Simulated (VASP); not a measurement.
Set up this calculation in VASP 6.6.1, as the native input.

| Item | Value |
| --- | --- |
| Task | single point |
| Functional | PBE |
| Potentials or basis | VASP PAW PBE potentials, release 64 (Ni, Sb) |
| Cutoff | 520 eV |
| k mesh | 15 × 15 × 10 |
| Occupations | gaussian, width 0.1 eV |
| Spin | no spin polarisation |
| Dipole correction | no |
| Further INCAR settings | ALGO = Fast; EDIFF = 1e-06; NBANDS = 23 |

The structure of NiSb lies in POSCAR:

```
NiSb
1.0
    3.9747648906      0.0000000000      0.0000000000
   -1.9873824453      3.4422473694      0.0000000000
    0.0000000000      0.0000000000      5.1599242384
Ni Sb
2 2
Direct
    0.0000000000      0.0000000000      0.0000000000
    0.0000000000      0.0000000000      0.5000000000
    0.3333333333      0.6666666667      0.2500000000
    0.6666666667      0.3333333333      0.7500000000
```

The cell is a database's computed one.

These files were run (other wordings do the same):

INCAR

```
PREC = Accurate
ENCUT = 520
EDIFF = 1E-6
ISMEAR = 0
SIGMA = 0.1
LREAL = F
LASPH = T
NELM = 100
ALGO = Fast
ISIF = 2
LWAVE = F
LCHARG = T
GGA = PE
LELF = T
LVHAR = T
NBANDS = 23
```

KPOINTS

```
Automatic mesh
0
Gamma
  15 15 10
```

Potentials or basis: VASP PAW PBE potentials, release 64 (Ni, Sb).

Launch:

```console
$ cat potpaw_PBE.64/Ni/POTCAR potpaw_PBE.64/Sb/POTCAR > POTCAR
$ mpirun -np 1 vasp_std > vasp.out
```

It gave:

| Quantity | Value |
| --- | --- |
| Pressure | -0.3 GPa |
| Band gap on the k mesh | none (metal or under the smearing width) |

Wall time 5.1 min on 1 thread of Intel(R) Xeon(R) Platinum 8259CL CPU @ 2.50GHz (Skylake/Cascade Lake), on a shared host, peak memory 0.36 GiB.
